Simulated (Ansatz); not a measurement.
Pressure coefficients of EuO

```yaml
crystal:
  lattice:
    - [0.00000, 2.53038, 2.53038]
    - [2.53038, 0.00000, 2.53038]
    - [2.53038, 2.53038, 0.00000]
  atoms:
    - { symbol: Eu, position: [0.00000, 0.00000, 0.00000] }
    - { symbol: O, position: [0.50000, 0.50000, 0.50000] }
```

The structure comes from a relaxation in the same program, started in the rocksalt type, and has space group Fm-3m. Whether it is a known phase or the ground state wasn't checked.

Semilocal functionals without a Hubbard term describe localised f shells poorly; where the shell is localised, the real material differs.

Other magnetic orders may lie lower; this is the state that the run reached.

No spin–orbit coupling, which matters for the heavy atoms here.

These are results of DFT, PBE, all-electron LAPW, scalar-relativistic in Ansatz 0.2.0, not measurements.

The runs use a Γ-centred 14×14×14 k mesh, Fermi–Dirac smearing of 0.05 eV, basis error target 1 meV/atom, spin-polarised from start moments Eu1 7 μB.

The cell is scaled evenly with fractional coordinates held.

```
V/V(cell)  P (GPa)  cell moment (μB)
   0.9750     2.76             6.933
   1.0000     0.16             6.946
   1.0250    -2.06             6.961
   1.0500    -4.00             6.973
```

(1) From the rows at 0.9750 and 1.0250, what is the bulk modulus at the cell's volume?

(2) How does the moment scale with volume?

(3) Predict the row at V/V(cell) = 0.9500. How far is a linear estimate of P off?

Results:

(1) B = −ΔP/Δln V = −[(-2.06) − (2.76)]/0.05001 = 96.4 GPa.

(2) dln M/dln V = ln(6.961/6.933)/0.05001 = 0.08: the moment hardly moves, as with a saturated or integer moment.

(3) P = 5.79 GPa, moment 6.923 μB. The linear estimate P(cell) − B ln(V/V(cell)) = 5.10 GPa misses by 0.69 GPa, since the modulus grows under compression.
